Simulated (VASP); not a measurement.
# KCl (I4/mmm) in VASP: further runs

Runs on KCl. Level: PBEsol. Tasks: single point.

Program: VASP 6.6.1. These are calculated values, not measurements. Logs are shortened: lines on timing, memory, paths and dates and some standing lists are left out, and cuts for length are marked.

## 1. The crystal as given

It takes space group I4/mmm (No. 139, tetragonal). The conventional cell has a = 4.446 Å, b = 4.446 Å, c = 6.230 Å, α = 90.00°, β = 90.00°, γ = 90.00°. Around K (site symmetry 4/mmm) lie 6 Cl at 3.11 to 3.14 Å. Around Cl (site symmetry 4/mmm) lie 6 K at 3.11 to 3.14 Å.

## 2. Single point, PBEsol

Input file INCAR:

```
PREC = Accurate
ENCUT = 520
EDIFF = 1E-6
ISMEAR = 0
SIGMA = 0.02
LREAL = F
LASPH = T
NELM = 100
ALGO = Fast
ISIF = 2
LWAVE = F
LCHARG = F
GGA = PS
NBANDS = 15
ISYM = 0
```

Input file KPOINTS:

```
regular mesh
0
Gamma
  8 8 11
```

Input file POSCAR:

```
KCl
1.0
    4.4464096627      0.0000000000     -0.0000002885
    0.0000000000      4.4464096627     -0.0000002885
    2.2232046306      2.2232046306      3.1148962056
K Cl
1 1
Direct
    0.0000000000      0.0000000000      0.0000000000
    0.5000000000      0.5000000000      0.0000000000
```

Potentials or basis: VASP PAW PBE potentials, release 64 (K_sv, Cl).

On the command line:

```
$ cat potpaw_PBE.64/K_sv/POTCAR potpaw_PBE.64/Cl/POTCAR > POTCAR
$ mpirun -np 1 vasp_std > vasp.out
```

OUTCAR:

```text
PREC = Accurate
   ENCUT = 520
   EDIFF = 1E-6
   ISMEAR = 0
   LREAL = F
   LASPH = T
   NELM = 100
   ISIF = 2
   GGA = PS
   ISYM = 0

 ion  position               nearest neighbor table
   1  0.000  0.000  0.000-   2 3.11   2 3.11   2 3.14   2 3.14   2 3.14   2 3.14
   2  0.500  0.500  0.000-   1 3.11   1 3.11   1 3.14   1 3.14   1 3.14   1 3.14

IMPORTANT INFORMATION: All symmetrisations will be switched off!
NOSYMM: (Re-)initialisation of all symmetry stuff for point group C_1.

----------------------------------------------------------------------------------------

                                     Primitive cell

  volume of cell :      61.5832

  direct lattice vectors                    reciprocal lattice vectors
     4.446409663  0.000000000 -0.000000289     0.224900544 -0.000000010 -0.160518963
     0.000000000  4.446409663 -0.000000289    -0.000000010  0.224900544 -0.160518963
     2.223204631  2.223204631  3.114896206     0.000000021  0.000000021  0.321037955

  length of vectors
     4.446409663  4.446409663  4.425816990     0.276308871  0.276308871  0.321037955

  position of ions in fractional coordinates (direct lattice)
     0.000000000  0.000000000  0.000000000
     0.500000000  0.500000000  0.000000000

  ion indices of the primitive-cell ions
   primitive index   ion index
                 1           1
                 2           2

----------------------------------------------------------------------------------------

 KPOINTS: regular mesh

Automatic generation of k-mesh.
 Grid dimensions read from file:
 generate k-points for:    8    8   11

 Generating k-lattice:

  Cartesian coordinates                     Fractional coordinates (reciprocal lattice)
     0.028112568 -0.000000001 -0.020064870     0.125000000 -0.000000000  0.000000000
    -0.000000001  0.028112568 -0.020064870    -0.000000000  0.125000000  0.000000000
     0.000000002  0.000000002  0.029185269     0.000000000  0.000000000  0.090909091

  Length of vectors
     0.034538609  0.034538609  0.029185269

  Shift w.r.t. Gamma in fractional coordinates (k-lattice)
     0.000000000  0.000000000  0.000000000

 -----------------------------------------------------------------------------
|                                                                             |
|           W    W    AA    RRRRR   N    N  II  N    N   GGGG   !!!           |
|           W    W   A  A   R    R  NN   N  II  NN   N  G    G  !!!           |
|           W    W  A    A  R    R  N N  N  II  N N  N  G       !!!           |
|           W WW W  AAAAAA  RRRRR   N  N N  II  N  N N  G  GGG   !            |
|           WW  WW  A    A  R   R   N   NN  II  N   NN  G    G                |
|           W    W  A    A  R    R  N    N  II  N    N   GGGG   !!!           |
|                                                                             |
|     Your reciprocal lattice and k-lattice belong to different lattice       |
|     classes:                                                                |
|                                                                             |
|        The reciprocal lattice is body-centered tetragonal,                  |
|        whereas your k-lattice is base-centered monoclinic.                  |
|                                                                             |
|     Results are often still useful ...                                      |
|                                                                             |
 -----------------------------------------------------------------------------

 WARNING: IBZKPT: internal override: KBLOWUP is changed to .FALSE.
      ... skipping the blow-up phase ...

 Subroutine IBZKPT returns following result:
 ===========================================

 Found    354 irreducible k-points:

 Following reciprocal coordinates:
            Coordinates               Weight
  0.000000  0.000000  0.000000      1.000000
  0.125000  0.000000  0.000000      2.000000
  0.250000  0.000000  0.000000      2.000000
  0.375000  0.000000 -0.000000      2.000000
  0.500000  0.000000  0.000000      1.000000
  0.000000  0.125000  0.000000      2.000000
[... 16 lines left out ...]
  0.125000  0.375000 -0.000000      2.000000
  0.250000  0.375000 -0.000000      2.000000
 [... further k-points ...]
   k-points           NKPTS =    354   k-points in BZ     NKDIM =    354   number of bands    NBANDS=     15
   number of dos      NEDOS =    301   number of ions     NIONS =      2
   total plane-waves  NPLWV =  46656
   dimension x,y,z NGX =    36 NGY =   36 NGZ =   36
   dimension x,y,z NGXF=    72 NGYF=   72 NGZF=   72
   ions per type =               1   1
   NGX,Y,Z   is equivalent  to a cutoff of  13.46, 13.46, 13.52 a.u.
   NGXF,Y,Z  is equivalent  to a cutoff of  26.92, 26.92, 27.05 a.u.
 SYSTEM =  unknown system
   PREC   = accura    normal or accurate (medium, high low for compatibility)
   ISTART =      0    job   : 0-new  1-cont  2-samecut
   ICHARG =      2    charge: 1-file 2-atom 10-const
   ISPIN  =      1    spin polarized calculation?
   LNONCOLLINEAR =      F non collinear calculations
   LSORBIT =      F    spin-orbit coupling
   LASPH  =      T    aspherical Exc in radial PAW
   ENCUT  =  520.0 eV  38.22 Ry    6.18 a.u.   8.27  8.27  8.23*2*pi/ulx,y,z
   NELM   =    100;   NELMIN=  2; NELMDL= -5     # of ELM steps
   EDIFF  = 0.1E-05   stopping-criterion for ELM
   LREAL  =      F    real-space projection
   EDIFFG = 0.1E-04   stopping-criterion for IOM
   NSW    =      0    number of steps for IOM
   IBRION =     -1    ionic relax: 0-MD 1-quasi-New 2-CG
   NFREE  =      0    steps in history (QN), initial steepest desc. (CG)
   ISIF   =      2    stress and relaxation
   ISYM   =      0    0-nonsym 1-usesym 2-fastsym
   POTIM  = 0.5000    time-step for ionic-motion
   TEBEG  =    0.0;   TEEND  =   0.0 temperature during run
   PSTRESS=    0.0 pullay stress
   NELECT =      16.0000    total number of electrons
   NUPDOWN=      -1.0000    fix difference up-down
   EMIN   =  10.00;   EMAX   =-10.00  energy-range for DOS
   EFERMI =   0.00;   METHOD = LEGACY
   ISMEAR =     0;   SIGMA  =   0.02  broadening in eV -4-tet -1-fermi 0-gaus
   EFERMI_NEDOS =   21; number of points for ismear=-14 and -15
   IALGO  =     68    algorithm
   IMIX   =      4    mixing-type and parameters
     AMIX     =   0.40;   BMIX     =  1.00
     AMIX_MAG =   1.60;   BMIX_MAG =  1.00
  volume/ion in A,a.u.               =      30.79       207.79
  Fermi-wavevector in a.u.,A,eV,Ry     =   1.044626  1.974056 14.847256  1.091243
  Thomas-Fermi vector in A             =   2.179386
   LORBIT       =      0    0 simple, 1 ext, 2 COOP (PROOUT), +10 PAW based schemes
   GGA     = PS    functional components
   LHFCALC =     F    Hartree Fock is set to
   AEXX    =    0.0000 exact exchange contribution
   IVDW    =     0    specifies the selected vdW correction
   LEPSILON=     F    determine dielectric tensor
   LRPA    =     F    only Hartree local field effects (RPA)
 non-spin polarized calculation
 RMM-DIIS sequential band-by-band and
 Gauss-broadening in eV      SIGMA  =   0.02
  energy-cutoff  :      520.00
  volume of cell :       61.58
 maximum number of plane-waves:      1674
 NGX is ok and might be reduce to    36
   NGX = 17   NGY = 17   NGZ = 17

 number of electron      16.0000002 magnetization

 Free energy of the ion-electron system (eV)
  ---------------------------------------------------
  ext. energy  EPLUGINS =         0.00000000
  ---------------------------------------------------
  free energy    TOTEN  =        -7.02267929 eV

  energy without entropy =       -7.02267929  energy(sigma->0) =       -7.02267929

 E-fermi :  -1.6832     XC(G=0):  -7.7703

 val. band max:       -1.8557350142   @ k =   0.0000   0.0000   0.0000
 cond. band min:       3.1993004646   @ k =   0.0000   0.0000   0.0000
 fundamental gap:      5.0550354788
 Fermi energy:        -1.6832399089

 k-point     1 :       0.0000    0.0000    0.0000
  band No.  band energies     occupation
      1     -28.8764      2.00000
      2     -13.9652      2.00000
      3     -12.4035      2.00000
      4     -12.4029      2.00000
      5     -12.4029      2.00000
      6      -1.8626      2.00000
      7      -1.8626      2.00000
      8      -1.8557      2.00000
      9       3.1993      0.00000
     10       6.4186      0.00000
     11       6.4186      0.00000
     12       6.4808      0.00000
     13       7.3094      0.00000
     14       7.3550      0.00000
     15      10.9279      0.00000

 k-point     2 :       0.1250    0.0000    0.0000
  band No.  band energies     occupation
      1     -28.8746      2.00000
      2     -13.9959      2.00000
      3     -12.4046      2.00000
      4     -12.4046      2.00000
      5     -12.3642      2.00000
      6      -2.0618      2.00000
      7      -1.9159      2.00000
      8      -1.9120      2.00000
      9       3.5834      0.00000
     10       6.3092      0.00000
     11       6.6198      0.00000
     12       6.6602      0.00000
     13       7.5267      0.00000
     14       7.5754      0.00000
     15      11.5378      0.00000
[... 365 lines left out ...]
      3     -12.4378      2.00000
      4     -12.4126      2.00000
      5     -12.1978      2.00000
      6      -2.8475      2.00000
      7      -2.2023      2.00000
      8      -2.1968      2.00000
      9       5.6089      0.00000
     10       6.4572      0.00000
     11       8.1996      0.00000
     12       8.4059      0.00000
     13       8.7162      0.00000
     14       9.6807      0.00000
     15      10.1917      0.00000

 k-point    24 :       0.2500    0.3750   -0.0000
  band No.  band energies     occupation
      1     -28.8626      2.00000
      2     -14.0502      2.00000
      3     -12.4881      2.00000
      4     -12.4263      2.00000
      5     -12.2587      2.00000
      6      -2.6985      2.00000
      7      -2.3173      2.00000
      8      -2.1985      2.00000
      9       5.8320      0.00000
     10       6.5385      0.00000
     11       7.8962      0.00000
     12       8.4248      0.00000
     13       8.6513      0.00000
     14       9.8157      0.00000
     15      10.5272      0.00000

 [... further k-points ...]

------------------------ aborting loop because EDIFF is reached ----------------------------------------

  FORCE on cell =-STRESS in cart. coord.  units (eV):
  Direction    XX          YY          ZZ          XY          YZ          ZX
  --------------------------------------------------------------------------------------
  -------------------------------------------------------------------------------------
  Total       -0.0997183     -0.0997159      0.0296098      0.0000256      0.0000034      0.0000139
  in kB       -2.5943160     -2.5942542      0.7703410      0.0006657      0.0000885      0.0003625
  external PRESSURE =      -1.4727431 kB  Pullay stress =       0.0000000 kB

 VOLUME and BASIS-vectors are now :
 -----------------------------------------------------------------------------
  energy-cutoff  :      520.00
  volume of cell :       61.58
      direct lattice vectors                 reciprocal lattice vectors
     4.446409663  0.000000000 -0.000000289     0.224900544 -0.000000010 -0.160518963
     0.000000000  4.446409663 -0.000000289    -0.000000010  0.224900544 -0.160518963
     2.223204631  2.223204631  3.114896206     0.000000021  0.000000021  0.321037955

 POSITION                                       TOTAL-FORCE (eV/Angst)
 -----------------------------------------------------------------------------------
      0.00000      0.00000      0.00000         0.000006      0.000009     -0.000002
      2.22320      2.22320     -0.00000        -0.000006     -0.000009      0.000002
 -----------------------------------------------------------------------------------
    total drift:                                0.000020      0.000011     -0.000005

  FREE ENERGIE OF THE ION-ELECTRON SYSTEM (eV)
  ---------------------------------------------------
  free  energy   TOTEN  =        -7.0226792874 eV

  energy  without entropy=       -7.0226792874  energy(sigma->0) =       -7.02267929
```

Run time: 2.8 min. Hardware: 1 thread of Intel Xeon 6975P-C (Granite Rapids), shared host; peak memory 0.43 GiB.

Results:

```yaml
Free_energy: -7.0227 eV
Pressure: -0.1 GPa
Band_gap_on_the_k_mesh: 5.05 eV, direct
```

Caveat: the PAW data sets were made with another functional, which shifts forces and pressure a little; an odd mesh through Γ misses points on the zone boundary, where band edges often lie. A hybrid or GW would open this gap; PBEsol tends to underestimate it.

## 3. Single point, PBEsol

This run uses another cell than the first one, of 30.57 Å³/atom, 0.993 times its volume.

Input file INCAR:

```
SYSTEM = KCl
ALGO = Fast ; EDIFF = 1E-7
ENCUT = 520 ; GGA = PS
ISIF = 2 ; ISMEAR = 0
ISYM = 0 ; LASPH = .TRUE.
LCHARG = .FALSE. ; LREAL = .FALSE.
LWAVE = .FALSE. ; NBANDS = 15
NELM = 100 ; PREC = Accurate
SIGMA = 0.02
```

Input file KPOINTS:

```
k-points
0
G
  8 8 11
  0 0 0
```

Input file POSCAR:

```
KCl
1.0
    4.4464096627      0.0000000000      0.0000000000
    0.0000000000      4.4464096627      0.0000000000
    2.2232048313      2.2232048313      3.0928731022
K Cl
1 1
Direct
    0.0000000000      0.0000000000      0.0000000000
    0.5000000000      0.5000000000      0.0000000000
```

Potentials or basis: VASP PAW PBE potentials, release 64 (K_sv, Cl).

On the command line:

```
$ cat potpaw_PBE.64/K_sv/POTCAR potpaw_PBE.64/Cl/POTCAR > POTCAR
$ mpirun -np 1 vasp_std > vasp.out
```

It took 3.7 min on 1 thread of Intel Xeon 6975P-C (Granite Rapids), shared host; peak memory 0.43 GiB.

It converged, with:

| Item | Value |
| --- | --- |
| Free energy | -7.0220 eV |
| Pressure | 0.0 GPa |
| Band gap on the k mesh | 5.07 eV, direct |

Stress tensor (GPa, compression positive):
```
-0.24  0.00  0.00
 0.00 -0.24  0.00
 0.00  0.00  0.39
```

Levels at points of the mesh, in eV from the valence-band top:
| k point | band 6 | band 7 | band 8 | band 9 | band 10 | band 11 |
| --- | --- | --- | --- | --- | --- | --- |
| (0.00, 0.00, 0.00) | -0.01 | -0.01 | 0.00 | 5.07 | 8.26 | 8.26 |
| (0.50, 0.00, 0.00) | -1.13 | -0.36 | -0.36 | 7.47 | 8.55 | 10.52 |
| (0.00, 0.50, 0.00) | -1.13 | -0.36 | -0.36 | 7.47 | 8.55 | 10.52 |
| (0.50, 0.50, 0.00) | -0.71 | -0.23 | -0.23 | 6.38 | 8.29 | 9.97 |

Caveat: the PAW data sets were made with another functional, which shifts forces and pressure a little; an odd mesh through Γ misses points on the zone boundary, where band edges often lie.
